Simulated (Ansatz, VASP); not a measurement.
## One calculation of AlN, two programs

```
CELL_PARAMETERS angstrom
3.08862 0.00000 0.00000
-1.54431 2.67482 0.00000
0.00000 0.00000 4.81159
ATOMIC_POSITIONS crystal
Al 0.33333 0.66667 0.99848
Al 0.66667 0.33333 0.49848
N 0.33333 0.66667 0.38652
N 0.66667 0.33333 0.88652
```

Change from the starting cell: engineering shear strain xz +0.0000, normal strain along z -0.0267.

Alike in both runs: functional LDA; k mesh 9 × 9 × 6; occupations gaussian, width 0.05 eV; no spin polarisation.

Ansatz relaxed the structure, and its values are those at the end. VASP's run is a single point on that final structure, the one shown.

|  | VASP | Ansatz |
| --- | --- | --- |
| version | VASP 6.6.1 | Ansatz 0.2.0 |
| potentials or method | VASP PAW LDA potentials, release 64 (Al, N) | scalar-relativistic, plane waves, PAW |
| plane-wave cutoff (eV) | 520 | 520 |
| valence electrons in the cell | 16 | 16 |

```tsv
	VASP	Ansatz	Ansatz less VASP
gap on the k mesh at the Fermi level (eV)	4.49	4.49	-0.008
least direct gap on the mesh (eV)	4.49	4.49	-0.008
pressure (GPa)	6.2	5.5	-0.71
```

Ansatz warned: «pseudo_functional_mismatch».

Caveats: an odd mesh through Γ misses points on the zone boundary, where band edges often lie.
